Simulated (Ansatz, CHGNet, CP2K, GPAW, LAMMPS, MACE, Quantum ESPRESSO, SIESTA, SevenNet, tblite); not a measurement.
## Glassy Na2Si4O9 (90 atoms): one structure in several programs

Wanted: errors and costs of other methods on glassy Na2Si4O9 (90 atoms). A plane-wave run serves as the reference.

Calculated with Ansatz 0.2.0; Kohn-Sham DFT, PBE, PAW, plane waves.

## (1) The starting structure

The cell holds 90 atoms: 12 Na, 54 O and 24 Si. Cell: a = 10.817 Å, b = 10.817 Å, c = 10.817 Å, α = 90.0°, β = 90.0°, γ = 90.0°. 90 atoms (12 Na, 54 O, 24 Si) placed at random at 2.38 g/cm³, melted at 4500 K for 20 ps at fixed volume with the Morse and Coulomb pair potential with partial charges (Pedone, Malavasi, Menziani, Cormack and Segre, J. Phys. Chem. B 110, 11780 (2006)). Quenched from 4500 K to 300 K at 10 K/ps and fixed volume, held 5 ps.

## (2) Plane-wave reference

The PAW files are the set soft_2.

File input.yaml:

```yaml
crystal:
  lattice:
    - [10.8166, 0.0, 0.0]
    - [0.0, 10.8166, 0.0]
    - [0.0, 0.0, 10.8166]
  atoms:
    - { symbol: Na, position: [0.4093, 0.8904, 0.16156] }
    - { symbol: Na, position: [0.54137, 0.77923, 0.96578] }
    - { symbol: Na, position: [0.4619, 0.3095, 0.69964] }
    - { symbol: Na, position: [0.53221, 0.11486, 0.44891] }
    [... 80 atom lines left out ...]
    - { symbol: Si, position: [0.31921, 0.56621, 0.64785] }
    - { symbol: Si, position: [0.33448, 0.16281, 0.88294] }
    - { symbol: Si, position: [0.54616, 0.01566, 0.77952] }
    - { symbol: Si, position: [0.20552, 0.11602, 0.60886] }
    - { symbol: Si, position: [0.71743, 0.58737, 0.14257] }
    - { symbol: Si, position: [0.43132, 0.57444, 0.15248] }
kpoints:
  mp_grid: { grid: [1, 1, 1] }
hamiltonian:
  xc: pbe
scf:
  occupations: { method: fermi_dirac, width: 0.05 }
output:
  forces: true
  eigenvalues: true
  populations: true
  stress: true
```

Command:

```bash
$ ansatz run input.yaml --threads 4 --pin off --max-ram 8192MiB --backend cpu --events-out ev --progress --plain --runs-dir out
```

Numbers of over 12 decimals in the logs are rounded to 6 here.

The program printed:

```text
[...]
Pseudopotentials: kind: paw
Pseudopotential: Na, paw, valence charge 9, recommended cutoff 420 eV (normal), Na.paw.azcp
Pseudopotential: O, paw, valence charge 6, recommended cutoff 420 eV (normal), O.paw.azcp
Pseudopotential: Si, paw, valence charge 4, recommended cutoff 420 eV (normal), Si.paw.azcp
[...]
Crystal: 90 atoms, lattice volume = 1265.530 Å³
Basis set: ecut = 420 eV, 24837 PW (Γ), exchange–correlation on 150×150×150 points (8 copies of the dense FFT grid, shifted against one another)
Bands: 354, of which v1, the nominal top of the filled ones, is band 264 counted from 1 (263 counted from 0)
Symmetry: 1 space group operations
Space group: P1 (ITA 1), of the structure as read, at distance tolerance 1.1e-4 Å
k-points: 1
[...]
Initial density: superposition of atomic densities (neutral atoms: chi_scale 0, normalization atom), corrected by the library's trained network
Initial wavefunctions: pseudopotential atomic-orbital guess
[...]
SCF iter   1: F=—  HF=-63824.163248 eV  |F-HF|=—  |Δ(HF+E_count)|=         —  Δρ=2.06e-3  dr2=7.72e-2  ethr=1.77e-3  ⟨swp⟩=5.0  Hψ=1497  notcnv=0  defer=79
preconditioner: auto → Resta (q_TF=auto, 2.358 Å⁻¹)  ε∞=2.7  [insulator: Δε(μ)=2.838 eV  Ē_g=17.913 eV  σ=0.050 eV  W_gap=1.00  n_scr=256 (ndim 8)  ℏωp=23.4 eV  f_vac=0.193  D(μ)=0.00/eV (n_scr^D=0)  ε∞_Penn≈2.7]
[...]
SCF iter   8: F=—  HF=-63824.154377 eV  |F-HF|=—  |Δ(HF+E_count)|=   9.32e-7  Δρ=4.90e-6  dr2=2.84e-7  ethr=3.42e-10  ⟨swp⟩=2.0  Hψ=520  notcnv=0  defer=80
SCF iter   9: F=-63824.154377 eV  HF=-63824.154377 eV  |F-HF|=3.84e-8  |Δ(HF+E_count)|=   1.45e-7  Δρ=2.94e-6  dr2=9.55e-8  ethr=1.89e-11  ⟨swp⟩=15.0  Hψ=2064  notcnv=0
SCF 1 converged in 9 iterations: F = -63824.154377 eV  dr2 = 9.55e-8
[...]
SCF converged after 9 iterations
Free energy (F): -63824.154377 eV
Harris-Foulkes:  -63824.154377 eV  (|F-HF|=3.84e-8)
Internal energy: -63824.154377 eV  (E = F + TS)
E sigma→0 (E₀):  -63824.154377 eV
Fermi energy:    5.022764 eV
--- Per-component energies (eV) ---
[...]
Σ components = -63824.154377   (vs F -63824.154377, Δ=0.00e0)
--- Forces (eV/Å), atoms counted from 1 ---
  atom   1  Na    -0.82428642    -0.48415167    -0.22521077
  atom   2  Na     0.14357335    -0.17482773     0.02338535
  atom   3  Na    -0.84366282     0.10373702    -0.12192047
  atom   4  Na    -0.56852159    -0.04569861     0.74103858
[...]
atom  90  Si     0.87515987    -0.52526460    -1.38781080
  max |Σ_I F_I| component: 1.44e-4 eV/Å
--- Stress (GPa, compression-positive) ---
        6.190944      -1.717180      -2.237272
       -1.717179       4.598682      -0.157876
       -2.237272      -0.157877       4.072673
  P = ⅓ Tr σ = 4.9541 GPa (49.541 kbar)
--- Band table (eV) ---
  k-point 0: bands = ["-48.4657", "-47.6335", "-47.5235", "-47.4304", [... 338 levels ...], "13.1261", "13.2005", "13.2731", "13.3002", "13.3177", "13.3934", "13.4533", "13.5215", "13.5787", "13.6192", "13.6628", "13.6864"]
--- Löwdin populations: 90 sites ---
  site symbol       q [e]
     0     Na      8.1844
     1     Na      8.1843
     2     Na      8.1973
[...]
89     Si      2.3700
  spilling = 0.010983 (of n_electrons = 528.000000)
```

Wall time 14 s (4 threads of Arm Neoverse V2, shared host); peak memory 1.5 GiB; 54 s of CPU time.

Numbers from this run:

```yaml
free_energy: -63824.1544 eV
free_energy_per_atom: -709.1573 eV/atom
scf_cycles: 9
pressure: 4.954 GPa
r_m_s_force_component: 1.292 eV/Å
longest_force: 5.169 eV/Å
fermi_energy: 5.023 eV
spacing_of_highest_filled_and_lowest_empty_level: 2.725 eV
spilling_of_the_projection: 0.01098
```

Neighbours are counted within 2.12 Å (O-Si), 2.71 Å (O-Na).

Length of the force by element and coordination:

```tsv
element	coordination	atoms	mean length of the force (eV/Å)	spread	least	most
Na	all	12	0.760	0.311	0.227	1.24
Na	3	7	0.626	0.332	0.227	1.24
Na	4	4	0.970	0.139	0.776	1.17
Na	5	1	0.859	0	0.859	0.859
O	all	54	1.94	1.01	0.396	4.92
O	2	31	1.80	0.936	0.444	3.70
O	3	16	2.01	1.04	0.753	4.92
O	4	7	2.38	1.11	0.396	4.26
Si	all	24	2.44	1.31	0.283	5.17
```

Löwdin charges by element and coordination (they lack the spilled electrons, 0.064 e an atom on average):

```tsv
element	coordination	atoms	mean charge (e)	spread	least	most
Na	all	12	0.810	0.0115	0.781	0.826
Na	3	7	0.813	0.0091	0.794	0.826
Na	4	4	0.806	0.0143	0.781	0.816
Na	5	1	0.803	0	0.803	0.803
O	all	54	-0.845	0.0742	-1.01	-0.771
O	2	31	-0.812	0.046	-0.966	-0.771
O	3	16	-0.855	0.0635	-1.000	-0.802
O	4	7	-0.969	0.0575	-1.01	-0.831
Si	all	24	1.74	0.0486	1.63	1.81
```

The levels nearest the highest filled one (over half full), pooled over k-points and spins:

```tsv
level less the highest filled one (eV)	occupation
-0.588	2
-0.482	2
-0.435	2
-0.250	2
-0.202	2
0	2
2.72	0
3.99	0
4.16	0
4.32	0
4.53	0
4.73	0
```

## (3) Structure statistics

Density 2.38 g/cm³, 14.06 Å³ an atom.

g(r), total and by pair (bins of 0.2 Å):

```tsv
r (Å)	total	O-O	O-Si	O-Na	Si-Si	Si-Na	Na-Na
1.40	0.06	0.00	0.18	0.00	0.00	0.00	0.00
1.60	4.26	0.00	13.30	0.00	0.00	0.00	0.00
1.80	0.25	0.00	0.77	0.00	0.00	0.00	0.00
2.00	0.00	0.00	0.00	0.00	0.00	0.00	0.00
2.20	0.33	0.00	0.00	2.04	0.00	0.00	0.00
2.40	0.55	0.57	0.00	1.91	0.00	0.00	2.48
2.60	2.16	5.21	0.00	1.75	0.00	0.00	0.00
2.80	0.71	1.57	0.05	0.39	0.00	0.21	2.73
3.00	0.64	0.31	0.09	1.22	2.85	1.37	0.00
3.20	0.91	0.54	0.23	0.91	4.31	2.50	0.67
3.40	0.86	0.64	0.88	0.47	0.32	2.58	3.62
3.60	0.98	0.69	1.43	0.72	0.13	1.62	2.17
3.80	0.90	0.60	1.42	0.65	0.24	1.22	0.99
4.00	1.33	0.99	2.26	1.07	0.55	0.44	0.84
4.20	1.29	0.96	1.88	1.38	1.09	0.59	0.40
4.40	0.97	0.90	1.11	1.08	0.81	0.53	1.09
4.60	0.92	1.01	0.55	1.22	1.50	0.82	1.33
4.80	1.06	1.31	0.78	1.08	1.30	0.91	0.30
5.00	1.10	1.54	0.81	1.03	1.40	0.43	0.00
5.20	1.10	1.45	0.88	0.81	1.24	0.84	1.56
```

Bonds by pair of elements; cutoffs follow the first minimum of g(r), held within bounds set by covalent radii, and pairs that aren't listed don't count as bonded:

```tsv
pair A-B	cutoff (Å)	bonds	mean length (Å)	spread (Å)	shortest (Å)	B about A	A about B
O-Si	2.12	96	1.62	0.05	1.49	1.78	4
O-Na	2.71	42	2.41	0.162	2.12	0.778	3.5
```

How many atoms have how many bonded neighbours:

```tsv
element	mean	2	3	4	5
Na	3.5	0	7	4	1
O	2.56	31	16	7	0
Si	4	0	0	24	0
```

Oxygen atoms by the number of network formers (Si, P, Ge, B, Al, As, Ga) bound to them:

```tsv
network formers bound to O	O atoms	per cent
0	0	0
1	12	22.2
2	42	77.8
```

Network units: each former by its oxygen neighbours and how many of them bridge to another former:

```tsv
former	O neighbours	bridging O	atoms
Si	4	2	1
Si	4	3	10
Si	4	4	13
```

Rings of the network by King's shortest-path rule, up to 12 atoms, one path for each pair of neighbours; H, halogens, alkali and alkaline-earth atoms are left out, and the last column divides by all other atoms, bonded or not:

```tsv
ring size (atoms)	rings	per network atom
8	2	0.026
10	4	0.051
12	11	0.141
```

## (4) The ladder

The programs:
- CHGNet: machine-learned potential, published weights.
- CP2K 2026.2: Gaussian basis with GTH pseudopotentials and a plane-wave density; labels give functional, basis (MOLOPT sets; SR short-range, UZH the newer set with its own potentials), grid cutoff/relative cutoff and solver (OT: orbital transformation; TRS4, TC2, SIGN: linear-scaling purification with its sparsity filter), or its built-in tight binding.
- GPAW 26.7.0: PAW with atomic orbitals (LCAO), plane waves or a real-space grid of spacing h.
- MACE: machine-learned potential, published weights.
- Quantum ESPRESSO 7.5: plane waves; labels (QE) give functional, pseudopotential set and cutoffs of waves/density.
- SIESTA 5.4.2: numerical atomic orbitals, whose automatically made sets are far from complete, with PseudoDojo norm-conserving potentials that we converted to its format (checked against plane waves on the same files for H, C, O, Si, Ge and Ca alone); labels give functional, basis size, energy shift and mesh cutoff.
- SevenNet: machine-learned potential, published weights.
- tblite 0.8.0: extended tight binding, driven from Python.

All use the same cell and atoms; the electronic-structure runs use the same k-mesh, and an electronic temperature of 580 K (0.05 eV) where levels are smeared.

Differences are against the plane-wave reference, forces as r.m.s. over components; share is that over the reference's r.m.s. force, slope the least-squares factor from reference forces to these. Total energies of different programs have different zeros and aren't compared.

```tsv
run	Δ force, r.m.s. (meV/Å)	share (%)	slope	Δ pressure (GPa)	Δ gap (eV)	cores	CPU time	memory (GiB)
reference	-	-	-	-	-	4	54 s	1.5
CHGNet 0.3.0 potential	127	9.82	0.998	0.353	-	1	3.1 s	1.2
CP2K PBE, DZVP-MOLOPT-SR, 1200/50 Ry, OT DIIS	130	10.0	0.997	-0.0435	-0.143	1	9.6 min	3.9
CP2K PBE, DZVP-MOLOPT-SR, 840/50 Ry, OT DIIS (coarse)	150	11.6	0.998	-0.0268	-0.149	2	8.8 min	2.8
GPAW PBE, LCAO dzp, h 0.18 Å	354	27.4	1.183	-	-0.127	1	4.1 min	1.9
GPAW PBE, LCAO szp(dzp), h 0.18 Å (coarse)	364	28.2	1.171	-	-0.351	1	2.9 min	1.8
GPAW RPBE, LCAO dzp, h 0.18 Å	413	32.0	1.214	-	-0.0219	1	4.5 min	1.9
MACE MP-0b2 small potential	99.6	7.71	0.991	0.0703	-	1	5.3 s	0.67
QE PBE+D3(BJ), sssp-1.3.0-efficiency, 60/480 Ry	36.6	2.84	1.020	-1.47	0.0085	4	12 min	4.1
QE PBE, gbrv-1.5, 40/200 Ry	16.8	1.30	1.007	0.296	0.0158	2	4.9 min	1.4
QE PBE, sssp-1.3.0-efficiency, 60/480 Ry	35.6	2.75	1.020	0.273	0.0085	4	11 min	4.1
SIESTA PBE, DZP, shift 0.01 Ry, mesh 500 Ry	217	16.8	1.108	1.85	-0.162	2	5.1 min	2.2
SIESTA PBE, SZP, shift 0.01 Ry, mesh 500 Ry (coarse)	450	34.9	1.251	6.39	-0.245	2	4.1 min	2.0
SIESTA PBE, TZP, shift 0.01 Ry, mesh 500 Ry	161	12.4	1.087	0.661	-0.172	4	7.3 min	2.9
SevenNet l3i5 potential	58.9	4.56	1.008	0.0019	-	1	8.6 s	1.5
tblite GFN1-xTB	655	50.7	0.789	5.28	-	1	4.1 s	0.12
```

Rows marked coarse were listed beforehand as settings not expected to be converged; some can still land near the reference.

Times of the machine-learned potentials are mostly Python's start and the loading of weights.

CPU time is summed over cores on a shared host, where runs went side by side, so it is rough. Symmetry, cutoffs, thresholds, outputs and thread counts weren't matched or tuned between programs; memory under MPI is the largest rank's times the ranks.

Runs without a result: CP2K PBE, DZVP-MOLOPT-SR, 1200/50 Ry, SIGN filter 1e-03, SCF 1e-04 (ended with an error: KS energy is an abnormal value (NaN/Inf)).

Mean charges by element (e), by run and scheme:

```tsv
run	scheme	Na	O	Si
reference	Löwdin	+0.81	-0.84	+1.74
CP2K PBE, DZVP-MOLOPT-SR, 1200/50 Ry, OT DIIS	Mulliken	+0.82	-0.53	+0.79
CP2K PBE, DZVP-MOLOPT-SR, 1200/50 Ry, OT DIIS	Hirshfeld	+0.36	-0.31	+0.52
CP2K PBE, DZVP-MOLOPT-SR, 840/50 Ry, OT DIIS	Mulliken	+0.82	-0.53	+0.79
CP2K PBE, DZVP-MOLOPT-SR, 840/50 Ry, OT DIIS	Hirshfeld	+0.36	-0.31	+0.52
SIESTA PBE, DZP, shift 0.01 Ry, mesh 500 Ry	Hirshfeld	+0.30	-0.25	+0.40
SIESTA PBE, TZP, shift 0.01 Ry, mesh 500 Ry	Hirshfeld	+0.30	-0.26	+0.42
tblite GFN1-xTB	Mulliken	+0.35	-0.30	+0.51
```

The reference's Löwdin charges lack the electrons that the projection spills, 0.064 e an atom on average.

Within one program, basis, potentials and functional, energies share a zero. Each run against its twin at the usual cutoff or grid and solver:

```tsv
run	twin	Δ energy (meV/atom)	Δ force, r.m.s. (meV/Å)	CPU time over the twin's
CP2K PBE, DZVP-MOLOPT-SR, 840/50 Ry, OT DIIS	DZVP-MOLOPT-SR, 1200/50 Ry, OT DIIS	-0.474	150	0.91 (this twin ran on 1 cores)
```

## (5) Summary of results

| Property | Result |
| --- | --- |
| reference r.m.s. force component | 1.29 eV/Å |
| nearest in forces | QE PBE, gbrv-1.5, 40/200 Ry, 1.3 % |
| farthest in forces | tblite GFN1-xTB, 51 % |
| cheapest electronic-structure run beside the reference | tblite GFN1-xTB, 4.1 s of CPU time |

**Reading.** PBE on plane waves or a grid with other potentials, cutoffs or grids, coarse settings apart, differs from the reference by 1.3 % (QE PBE, gbrv-1.5, 40/200 Ry) to 2.8 % (QE PBE, sssp-1.3.0-efficiency, 60/480 Ry) of the r.m.s. force; this holds the reference's own error, so differences of a few per cent don't tell which side is nearer the exact PBE result (QE's 40 Ry are 544 eV, against the reference's 420 eV). The PBE runs in local orbitals, coarse settings apart, differ by 10 % (CP2K PBE, DZVP-MOLOPT-SR, 1200/50 Ry, OT DIIS) to 27 % (GPAW PBE, LCAO dzp, h 0.18 Å); basis, grid and potentials can all enter. Tight binding differs by 51 % (tblite GFN1-xTB); it is another model, with fitted parameters of its own, and the xTB methods hold dispersion. Machine-learned potentials differ by 4.6 % (SevenNet l3i5 potential) to 9.8 % (CHGNet 0.3.0 potential); they were trained on other programs' data. Rows with another functional or a dispersion term differ by 2.8 % (QE PBE+D3(BJ), sssp-1.3.0-efficiency, 60/480 Ry) to 32 % (GPAW RPBE, LCAO dzp, h 0.18 Å), which mixes the change of model with differences of basis and potentials. Runs with settings chosen to be coarse differ by 12 % (CP2K PBE, DZVP-MOLOPT-SR, 840/50 Ry, OT DIIS) to 35 % (SIESTA PBE, SZP, shift 0.01 Ry, mesh 500 Ry), their programs' other errors included. One electronic-structure run takes under half the reference's CPU time: tblite GFN1-xTB, at 51 % in 4.1 s against 54 s; its pressure misses by +5.3 GPa. SIESTA PBE, SZP, shift 0.01 Ry, mesh 500 Ry stiffens the forces by a factor of 1.25 while following their directions (correlation 0.982); the slopes of the 3 SIESTA runs lie between 1.09 and 1.25. At the same functional, gaps differ from the reference's 2.72 eV by between -0.35 and +0.02 eV. In pressure, SIESTA PBE, SZP, shift 0.01 Ry, mesh 500 Ry misses by +6.4 GPa, at the same functional. Charges hang on model, scheme and program or settings: among these rows the mean for Si runs from +0.40 to +1.74 e. In the reference: filled and empty levels are parted by 2.72 eV (at Γ alone); a semilocal functional tends to put such gaps too low. In a disordered cell it changes from sample to sample, and tail or defect levels can set it. In the reference: mean Löwdin charges: Na +0.81, O -0.84, Si +1.74 e (they miss 1.1 % of the electrons, so they add up to more than the cell's charge). Periodic xTB results under one method name differ between programs and library versions. The potentials hold different valence shells: 528 electrons in the reference, 504 in GPAW; this bears on time and differences. Machine-learned potentials mimic data converged in k, so the reference's own k-point error enters their differences. The quench rate of 10 K/ps is many orders above laboratory rates, so the cell is likely richer in defects and strain than a real sample. The network of bonds at the start is that of the classical potential that made the cell, and needn't be the one that DFT or experiment would give. The electronic-structure runs sample only Γ, in a cell whose shortest periodic width is 11 Å.

[Also dropped from logs without a mark: logging warnings of Python, and SIESTA's first energy breakdown and zero terms.]

[Logs are printed without paths, hosts, clocks, repeated set-up lines and the standing remarks that a program may print on its own settings, such as how far it seeks lower states.]

[Hosts, paths, dates, database ids (printed as entryN), source tags and the programs' standing remarks are cut or masked in the printed files.]
